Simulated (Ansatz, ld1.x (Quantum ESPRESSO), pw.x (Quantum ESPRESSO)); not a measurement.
Equation-of-state test of one ultrasoft potential (tellurium)

ld1.x (Quantum ESPRESSO) 7.5 input, shortened:

```
&input
   title='Te', zed=52., rel=1, dft='PBE', iswitch=3,
   config='[Kr] 4d10 5s2 5p4'
 /
 &inputp
   pseudotype=3, tm=.true., lloc=-2, rcloc=1.85,
   nlcc=.false.,
   which_augfun='PSQ', rmatch_augfun_nc=.true.
 /
4
5S  1  0   2.00   0.00  1.55  2.10  0.0
5S  1  0   0.00  -0.15  1.55  2.10  0.0
5P  2  1   4.00   0.00  2.20  2.35  0.0
5P  2  1   0.00   2.10  2.20  2.35  0.0
 &test
   configts(1)='5s2 5p4'
 /
```

Atomic tests: cutoffs needed: 8 Ry and 15 Ry (the cutoffs (Ry, on a coarse ladder) from which the occupation-weighted sum of valence levels, in a spherical-Bessel basis at the reference potential, stays within 10 and 1 mRy of its value at 400 Ry); ghost test: no extra level below or beside the all-electron valence levels (s, p, d, f tested) (spherical-Bessel basis up to 400 Ry, 20 bohr box); largest excitation error: -217 meV (all-electron minus pseudo) for 5s2 5p0, out of 7 test configurations.

Crystal test: sc Te in pw.x 7.5, no spin, 10³ k-points, Fermi–Dirac smearing 0.01 Ry, cutoffs 40/320 Ry. The reference is all-electron LAPW (Ansatz 0.2.0) with the same functional, mesh and smearing; V0 and B0 come from Birch–Murnaghan fits to the pressures at five volumes. Errors are pseudo minus all-electron; Δ is the rms difference of the E(V) curves that follow from these fits, minima aligned, over ±6 % about the mean V0. Mesh and smearing are coarse, so the numbers serve the comparison and aren't converged zero-temperature values; the lattice is a test structure that the element need not adopt.

All-electron: a0 = 3.203 Å (V0 = 32.86 Å³/atom), B0 = 49.4 GPa.

**Question.** How far does the potential miss the all-electron equation of state?

**Answer.** mean pressure error (GPa): -12.94. The pressure does not cross zero within the volumes sampled, so no fit is given. This is a poor potential for the solid. The pseudo pressure rises with volume over part of the range, a mechanical instability.

```tsv
V (Å³/atom)	P all-electron (GPa)	P pseudo (GPa)
31.282	2.73	-12.80
32.105	1.21	-12.86
32.928	-0.11	-12.90
33.751	-1.25	-12.91
34.574	-2.23	-12.87
```

**Question.** At the middle volume, how do free energy and pressure move when the wave cutoff is lowered (ecutrho held at 320 Ry)?

**Answer.**

```tsv
cutoff (Ry)	shift of F (meV/atom)	shift of P (GPa)
18	+3.8	-0.06
24	+2.1	-0.01
32	+0.3	-0.01
```

The run at the middle volume (56 k-points, 6 iterations) took about 3.5 s on one core of a shared host (Neoverse-V2, 32 threads, 247 GiB, load 22).
